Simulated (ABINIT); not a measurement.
**BN (P6_3mc): G0W0 with ABINIT, start to end**

How does a plane-wave GW calculation on BN (P6_3mc) run from the first input to the gap?

Main program and level: ABINIT 10.8.3; LDA and many-body steps on it, plane waves.

The database entry behind the starting cell has ideal inner coordinates that were not refined, so it need not match the best structure at ambient conditions.

## Step 1: Starting point

The structure is hexagonal, space group P6_3mc (No. 186). The conventional cell has a = 2.536 Å, b = 2.536 Å, c = 4.199 Å, α = 90.00°, β = 90.00°, γ = 120.00°. Nearest to B lie 4 N at 1.56 to 1.57 Å. Nearest to N lie 4 B at 1.56 to 1.57 Å. Farther neighbours and most contacts between anions are not listed.

The cell and positions come from the Crystallography Open Database and are kept as given unless a step says otherwise. This is not the form that BN usually takes at ambient conditions.

## Step 2: Ground state

This step: ABINIT 10.8.3; DFT, LDA, plane waves, norm-conserving pseudopotentials.

The ground-state density comes first.

run.abi reads:

```
acell 3*1.0 Angstrom
rprim 
  2.536000000002 -0.000000000000 0.000000000000
  -1.268000000000 2.196240423999 0.000000000000
  0.000000000000 0.000000000000 4.199000000000
ntypat 2
znucl 5 7
natom 4
typat 1 1 2 2
xred 
  0.666666666667 0.333333333333 0.000000000000
  0.333333333333 0.666666666667 0.500000000000
  0.666666666667 0.333333333333 0.375000000000
  0.333333333333 0.666666666667 0.875000000000
pp_dirpath "pseudos"
pseudos "B.upf, N.upf"
ecut 36
ngkpt 9 9 6
nshiftk 1
shiftk 0 0 0
kptopt 1
chksymbreak 0
nband 14
occopt 1
tolvrs 1e-10
nstep 60
prtwf 0
indata_prefix "in"
outdata_prefix "out"
tmpdata_prefix "tmp"
```

Launch:

```bash
OMP_NUM_THREADS=1 mpirun -n 4 abinit run.abi > log
```

Numbers of over 12 decimals in the logs are rounded to 6 here.

Output:

```text
.Version 10.8.3 of ABINIT. v10.8.2 released Aug 2026.

 Symmetries : space group P6_3 m c (#186); Bravais hP (primitive hexag.)
================================================================================
 Values of the parameters that define the memory need of the present run
     intxc =       0    ionmov =       0      iscf =       7    lmnmax =       4
     lnmax =       4     mgfft =      45  mpssoang =       2    mqgrid =    3001
     natom =       4  nloc_mem =       1    nspden =       1   nspinor =       1
    nsppol =       1      nsym =      12    n1xccc =    2501    ntypat =       2
    occopt =       1   xclevel =       1
-    mband =          14        mffmem =           1         mkmem =          12
       mpw =        1665          nfft =       32805          nkpt =          48
================================================================================
  Rough estimation (10% accuracy) of disk space for files :
================================================================================

--------------------------------------------------------------------------------
------------- Echo of variables that govern the present computation ------------
--------------------------------------------------------------------------------
 -outvars: echo values of preprocessed input variables --------
            acell      1.8897261259E+00  1.8897261259E+00  1.8897261259E+00 Bohr

      chksymbreak           0
             ecut      3.60000000E+01 Hartree
-          fftalg         312

              ixc       -1012
              kpt      0.00000000E+00  0.00000000E+00  0.00000000E+00
                       1.11111111E-01  0.00000000E+00  0.00000000E+00
                       2.22222222E-01  0.00000000E+00  0.00000000E+00
                       3.33333333E-01  0.00000000E+00  0.00000000E+00
                       4.44444444E-01  0.00000000E+00  0.00000000E+00
                       1.11111111E-01  1.11111111E-01  0.00000000E+00
                       2.22222222E-01  1.11111111E-01  0.00000000E+00
                       3.33333333E-01  1.11111111E-01  0.00000000E+00
                       4.44444444E-01  1.11111111E-01  0.00000000E+00
   [... 37 further rows ...]
                       3.33333333E-01  2.22222222E-01  5.00000000E-01
                       3.33333333E-01  3.33333333E-01  5.00000000E-01
         kptrlatt        9    0    0      0    9    0      0    0    6
          kptrlen      4.31311091E+01
P           mkmem          12
            natom           4
            nband          14
            ngfft          27      27      45
             nkpt          48
            nstep          60
             nsym          12
           ntypat           2
              occ      2.000000  2.000000  2.000000  2.000000  2.000000  2.000000
                       2.000000  2.000000  0.000000  0.000000  0.000000  0.000000
                       0.000000  0.000000
            prtwf           0
            rprim      2.5360000000E+00 -0.0000000000E+00  0.0000000000E+00
[...]
spgroup         186

           tolvrs      1.00000000E-10

             xred      6.6666666667E-01  3.3333333333E-01 -1.9428902931E-16
[...]
znucl        5.00000    7.00000

================================================================================

 chkinp: Checking input parameters for consistency.

================================================================================
== DATASET  1 ==================================================================
-   mpi_nproc: 4, omp_nthreads: 1 (-1 if OMP is not activated)

--- !DatasetInfo
iteration_state: {dtset: 1, }
dimensions: {natom: 4, nkpt: 48, mband: 14, nsppol: 1, nspinor: 1, nspden: 1, mpw: 1665, }
cutoff_energies: {ecut:  36.0, pawecutdg:  -1.0, }
electrons: {nelect:   1.60000000E+01, charge:   0.00000000E+00, occopt:   1.00000000E+00, tsmear:   1.00000000E-02, }

 Real(R)+Recip(G) space primitive vectors, cartesian coordinates (Bohr,Bohr^-1):
 R(1)=  4.7923455  0.0000000  0.0000000  G(1)=  0.2086661  0.1204734  0.0000000
 R(2)= -2.3961727  4.1502929  0.0000000  G(2)=  0.0000000  0.2409468  0.0000000
 R(3)=  0.0000000  0.0000000  7.9349600  G(3)=  0.0000000  0.0000000  0.1260246
 Unit cell volume ucvol=  1.5782348E+02 bohr^3
 Angles (23,13,12)=  9.00000000E+01  9.00000000E+01  1.20000000E+02 degrees

 getcut: wavevector=  0.0000  0.0000  0.0000  ngfft=  27  27  45
         ecut(hartree)=     36.000   => boxcut(ratio)=   2.01065

--- Pseudopotential description ------------------------------------------------
- B Generated using ONCVPSP code by D. R. Hamann
-  5.00000   3.00000  180309                  znucl, zion, pspdat
12 -1012 1 -1 1498                            pspcod,pspxc,lmax,lloc,mmax
     nproj     2     2
  pspatm : epsatm=    3.19369156
         --- l  ekb(1:nproj) -->
[...]
pspatm: atomic psp has been read  and splines computed

- N Generated using ONCVPSP code by D. R. Hamann
-  7.00000   5.00000  180309                  znucl, zion, pspdat
12 -1012 1 -1 1058                            pspcod,pspxc,lmax,lloc,mmax
     nproj     2     2
  pspatm : epsatm=    5.30777321
         --- l  ekb(1:nproj) -->
[...]
pspatm: atomic psp has been read  and splines computed

[...]
_setup2: Arith. and geom. avg. npw (full set) are    1627.907    1627.882

================================================================================

--- !BeginCycle
iteration_state: {dtset: 1, }
solver: {iscf: 7, nstep: 60, nline: 4, wfoptalg: 0, }
tolerances: {tolvrs: 1.00E-10, }

     iter   Etot(hartree)      deltaE(h)  residm     vres2
 ETOT  1  -26.753998334877    -2.675E+01 9.227E-02 2.110E+02
 ETOT  2  -26.787050532077    -3.305E-02 3.265E-02 1.387E+02
 ETOT  3  -26.847972627783    -6.092E-02 7.198E-03 1.182E+00
 ETOT  4  -26.848478265199    -5.056E-04 6.283E-03 4.665E-03
 ETOT  5  -26.848479727535    -1.462E-06 2.558E-03 3.618E-05
 ETOT  6  -26.848479737227    -9.692E-09 1.812E-03 7.827E-07
 ETOT  7  -26.848479737475    -2.485E-10 1.859E-03 2.309E-08
 ETOT  8  -26.848479737482    -6.875E-12 1.260E-03 7.618E-11

 At SCF step    8       vres2   =  7.62E-11 < tolvrs=  1.00E-10 =>converged.

 Cartesian components of stress tensor (hartree/bohr^3)
  sigma(1 1)=  2.17854069E-04  sigma(3 2)=  0.00000000E+00
  sigma(2 2)=  2.17854069E-04  sigma(3 1)=  0.00000000E+00
  sigma(3 3)=  2.48713388E-04  sigma(2 1)= -5.07514761E-15

--- !ResultsGS
iteration_state: {dtset: 1, }
comment   : Summary of ground state results
lattice_vectors:
- [  4.7923455,  -0.0000000,   0.0000000, ]
- [ -2.3961727,   4.1502929,   0.0000000, ]
- [  0.0000000,   0.0000000,   7.9349600, ]
lattice_lengths: [   4.79235,    4.79235,    7.93496, ]
lattice_angles: [ 90.000,  90.000, 120.000, ] # degrees, (23, 13, 12)
lattice_volume:   1.5782348E+02
convergence: {deltae: -6.875E-12, res2:  7.618E-11, residm:  1.260E-03, diffor: null, }
etotal    :  -2.68484797E+01
entropy   :   0.00000000E+00
fermie    :   3.04594368E-01
cartesian_stress_tensor: # hartree/bohr^3
- [  2.17854069E-04,  -5.07514761E-15,   0.00000000E+00, ]
- [ -5.07514761E-15,   2.17854069E-04,   0.00000000E+00, ]
- [  0.00000000E+00,   0.00000000E+00,   2.48713388E-04, ]
pressure_GPa:  -6.7121E+00
xred      :
- [  6.6667E-01,   3.3333E-01,  -1.9429E-16,  B]
- [  3.3333E-01,   6.6667E-01,   5.0000E-01,  B]
- [  6.6667E-01,   3.3333E-01,   3.7500E-01,  N]
- [  3.3333E-01,   6.6667E-01,   8.7500E-01,  N]
cartesian_forces: # hartree/bohr
- [ -2.63373636E-30,   8.61666759E-30,   9.83710066E-04, ]
- [ -9.65703333E-30,  -1.57127468E-29,   9.83710066E-04, ]
- [  1.14128576E-29,   1.26715700E-29,  -9.83710066E-04, ]
- [  8.77912121E-31,  -5.57549079E-30,  -9.83710066E-04, ]
force_length_stats: {min:   9.83710066E-04, max:   9.83710066E-04, mean:   9.83710066E-04, }

 Integrated electronic density in atomic spheres:
 ------------------------------------------------
 Atom  Sphere_radius  Integrated_density
[...]
4        2.00000          5.73865366
================================================================================

 ----iterations are completed or convergence reached----

 Mean square residual over all n,k,spin=   86.981E-07; max=  12.603E-04
 reduced coordinates (array xred) for    4 atoms
       0.666666666667      0.333333333333     -0.000000000000
       0.333333333333      0.666666666667      0.500000000000
       0.666666666667      0.333333333333      0.375000000000
       0.333333333333      0.666666666667      0.875000000000
 rms dE/dt=  4.5066E-03; max dE/dt=  7.8059E-03; dE/dt below (all hartree)
    1      -0.000000000000     -0.000000000000     -0.007805535088
    2       0.000000000000      0.000000000000     -0.007805535088
    3      -0.000000000000     -0.000000000000      0.007805864966
    4      -0.000000000000      0.000000000000      0.007805864966

 cartesian coordinates (angstrom) at end:
    1      1.268000     0.732080    -0.000000
    2      6.7e-13     1.464160     2.099500
    3      1.268000     0.732080     1.574625
    4      6.7e-13     1.464160     3.674125

 cartesian forces (hartree/bohr) at end:
    1     -0.000000     0.000000     0.00098371
    2     -0.000000    -0.000000     0.00098371
    3      0.000000     0.000000    -0.00098371
    4      0.000000    -0.000000    -0.00098371
 frms,max,avg= 5.6794527E-04 9.8371007E-04   0.000E+00  0.000E+00 -2.079E-08 h/b

 cartesian forces (eV/Angstrom) at end:
    1     -0.000000     0.000000     0.050584
    2     -0.000000    -0.000000     0.050584
    3      0.000000     0.000000    -0.050584
    4      0.000000    -0.000000    -0.050584
 frms,max,avg= 2.9204920E-02 5.0584405E-02   0.000E+00  0.000E+00 -1.069E-06 e/A
 length scales=  1.889726125908  1.889726125908  1.889726125908 bohr
              =  1.000000000000  1.000000000000  1.000000000000 angstroms
 prteigrs : about to open file out_EIG
 Fermi (or HOMO) energy (hartree) =   0.30459   Average Vxc (hartree)=  -0.48701
 Eigenvalues (hartree) for nkpt=  48  k points:
 kpt#   1, nband= 14, wtk=  0.00206, kpt=  0.0000  0.0000  0.0000 (reduced coord)
  -0.44306   -0.28633   -0.10071    0.22589    0.22589    0.29532    0.30459    0.30459
   0.61226    0.61226    0.61925    0.66537    0.70962    0.74237
 prteigrs : prtvol=0 or 1, do not print more k-points.

--- !EnergyTerms
iteration_state     : {dtset: 1, }
comment             : Components of total free energy in Hartree
kinetic             :  1.89532555063184E+01
hartree             :  3.55931797174719E+00
xc                  : -8.71888264913573E+00
Ewald energy        : -2.63954347709457E+01
psp_core            :  1.72374147277214E+00
local_psp           : -1.36270921860500E+01
non_local_psp       : -2.34338508218858E+00
total_energy        : -2.68484797374823E+01
total_energy_eV     : -7.30584352254025E+02
band_energy         :  1.58761931216408E-01

 Cartesian components of stress tensor (hartree/bohr^3)
  sigma(1 1)=  2.17854069E-04  sigma(3 2)=  0.00000000E+00
  sigma(2 2)=  2.17854069E-04  sigma(3 1)=  0.00000000E+00
  sigma(3 3)=  2.48713388E-04  sigma(2 1)= -5.07514761E-15

-Cartesian components of stress tensor (GPa)         [Pressure= -6.7121E+00 GPa]
- sigma(1 1)=  6.40948800E+00  sigma(3 2)=  0.00000000E+00
- sigma(2 2)=  6.40948800E+00  sigma(3 1)=  0.00000000E+00
- sigma(3 3)=  7.31740052E+00  sigma(2 1)= -1.49315998E-10

== END DATASET(S) ==============================================================
================================================================================

 -outvars: echo values of variables after computation  --------
           etotal     -2.6848479737E+01
            nband          14
             nkpt          48
          spgroup         186
 [... the other variables as echoed above ...]

 Calculation completed.
```

The job ended after 8 s (4 MPI ranks of Arm Neoverse V2, shared host; peak memory 0.27 GiB; 31 s of CPU time).

This step gave:

| Quantity | Value |
| --- | --- |
| total energy | -730.5844 eV |
| gap | 5.052 eV |
| k of the valence top | 0, 0, 0 |
| k of the conduction bottom | 0.3333, 0.3333, 0 |
| least direct gap | 8.286 eV |
| pressure | -6.712 GPa |

The gap is indirect, with the least direct gap 3.23 eV higher.

The cutoff was set for levels, not for stress, so the pressure can be off by some GPa.

(Continued in part 2 of 3.)

[Paths, hosts, dates, memory and timing lines, banners, echoed tables and standing remarks are left out of the program output.]

[Logs are printed without paths, hosts, clocks, repeated set-up lines and the standing remarks that a program may print on its own settings, such as how far it seeks lower states.]

[Runs of the session that timed out or met a known fault of the program may be left out.]

[Hosts, paths, dates, database ids (printed as entryN), source tags and the programs' standing remarks are cut or masked in the printed files.]

[G0W0 gaps are taken among the corrected bands and points alone; a level outside them can change the order at an edge.]

[Where Ansatz stands beside ABINIT at settings called matched, ABINIT's density can come from a denser mesh and the files from another edition; pairs whose starting gaps differed by over 0.03 eV were left out, so agreement reads better than it is.]
